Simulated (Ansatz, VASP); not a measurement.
Ni in VASP and in Ansatz

```
Ni
1.0
     2.48024    0.00000    0.00000
    -1.24012    2.14795    0.00000
     0.00000    0.00000    4.12640
Ni
2
Direct
  0.66667 0.33333 0.75000
  0.33333 0.66667 0.25000
```

Change from the starting cell: volume scaled by 1.04.

Alike in both runs: task single point; functional PBEsol; k mesh 12 × 12 × 7; occupations fermi-dirac, width 0.05 eV; collinear spin, ferromagnetic start.

```csv
,VASP,Ansatz
version,VASP 6.6.1,Ansatz 0.2.0
potentials or method,"VASP PAW PBE potentials, release 64 (Ni)",Ansatz PAW
plane-wave cutoff (eV),520,420
valence electrons in the cell,20,36
```

VASP gave:

```
gap on the k mesh at the Fermi level (eV)                     : none
pressure (GPa)                                                : -10.5
largest component of the traceless stress (GPa)               : 2.31
net moment per atom (μB)                                      : 0.65
size of the moment on the site where the two differ most (μB) : 0.66
```

Problem. What did Ansatz give for the same quantities?

Solution. gap on the k mesh at the Fermi level (eV): none; pressure (GPa): -10.6; largest component of the traceless stress (GPa): 2.35; net moment per atom (μB): 0.67; size of the moment on the site where the two differ most (μB): 0.71.

Site moments also hang on the region over which each program counts them. A gap of «none» marks a metal or a gap that the smearing closes. The two sets of potentials don't hold the same shells in valence.

Caveats: the PAW data sets were made with another functional, which shifts forces and pressure a little (VASP); the PAW data sets come from PBE, with cores solved anew for the run's functional, which leaves a small shift of forces and pressure (Ansatz).
